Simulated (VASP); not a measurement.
## VASP 6.6.1 run: RbBr

INCAR

```
LWAVE = .FALSE.
EDIFF = 1E-7
PREC = Accurate
IBRION = -1
ISMEAR = -1
NSW = 0
NBANDS = 15
LREAL = .FALSE.
ENCUT = 520
GGA = PE
LASPH = .TRUE.
ISPIN = 2
ISIF = 2
LCHARG = .FALSE.
NELM = 81
SIGMA = 0.02
MAGMOM = -1 -1
```

KPOINTS

```
KPOINTS created by Atomic Simulation Environment
0
Gamma
6 6 6
0 0 0
```

POSCAR

```
Rb Br
 1.0000000000000000
     0.0000000000000000    3.8694968646209045    3.8694968646209045
     3.8694968646209045    0.0000000000000000    3.8694968646209045
     3.8694968646209045    3.8694968646209045    0.0000000000000000
 Rb  Br
   1   1
Cartesian
 -0.0000000000000000  0.0000000000000000  0.0000000000000000
  1.9347484323104520  1.9347484323104520  1.9347484323104520
```

The recommended PBE PAW datasets give the neutral cell 16 valence electrons.

Command

```
mpirun -np 1 vasp_std
```

OSZICAR

```
N       E                     dE             d eps       ncg     rms          rms(c)
DAV:   1     0.936326031407E+02    0.93633E+02   -0.61601E+03   960   0.861E+02
DAV:   2     0.264977571343E+01   -0.90983E+02   -0.82017E+02  1371   0.156E+02
DAV:   3    -0.570489468613E+01   -0.83547E+01   -0.83172E+01  1303   0.503E+01
DAV:   4    -0.595800831682E+01   -0.25311E+00   -0.25307E+00  1507   0.845E+00
DAV:   5    -0.595970407693E+01   -0.16958E-02   -0.16957E-02  1303   0.714E-01    0.521E+00
DAV:   6    -0.589600812638E+01    0.63696E-01   -0.63538E-01  1142   0.382E+00    0.215E+00
DAV:   7    -0.588736053805E+01    0.86476E-02   -0.21517E-01   974   0.231E+00    0.142E+00
DAV:   8    -0.590946398339E+01   -0.22103E-01   -0.39613E-02  1198   0.110E+00    0.768E-01
DAV:   9    -0.591856435862E+01   -0.91004E-02   -0.75569E-03   995   0.603E-01    0.341E-01
DAV:  10    -0.592533577571E+01   -0.67714E-02   -0.39888E-03   995   0.471E-01    0.143E-01
DAV:  11    -0.592660717805E+01   -0.12714E-02   -0.52739E-04  1107   0.177E-01    0.102E-01
DAV:  12    -0.592733449475E+01   -0.72732E-03   -0.29897E-04   960   0.119E-01    0.388E-02
DAV:  13    -0.592750734513E+01   -0.17285E-03   -0.13704E-04   967   0.838E-02    0.824E-03
DAV:  14    -0.592751430891E+01   -0.69638E-05   -0.17099E-05  1009   0.306E-02    0.509E-03
DAV:  15    -0.592752085163E+01   -0.65427E-05   -0.22629E-05   960   0.323E-02    0.207E-03
DAV:  16    -0.592751710558E+01    0.37461E-05   -0.14039E-05   960   0.241E-02    0.739E-04
DAV:  17    -0.592751692584E+01    0.17974E-06   -0.39081E-06   960   0.128E-02    0.339E-04
DAV:  18    -0.592751670799E+01    0.21785E-06   -0.25447E-06   960   0.104E-02    0.189E-04
DAV:  19    -0.592751640742E+01    0.30058E-06   -0.74061E-07   986   0.552E-03    0.499E-05
DAV:  20    -0.592751638937E+01    0.18047E-07   -0.52937E-08   968   0.144E-03
   1 F= -.59275164E+01 E0= -.59275164E+01  d E =-.851604E-12  mag=    -0.0000
```

It converged. Results: pressure 0.2 GPa; magnetic moment of the cell 0.00 μB.

For comparison, a separate PBE run of the intended cell, on usual settings and not on those above, gives a gap of 4.08 eV on its mesh and a pressure of 0.2 GPa.

The run above took about 72 s on one core of a shared host (Intel Xeon Platinum 8488C) and held 0.33 GiB at most.
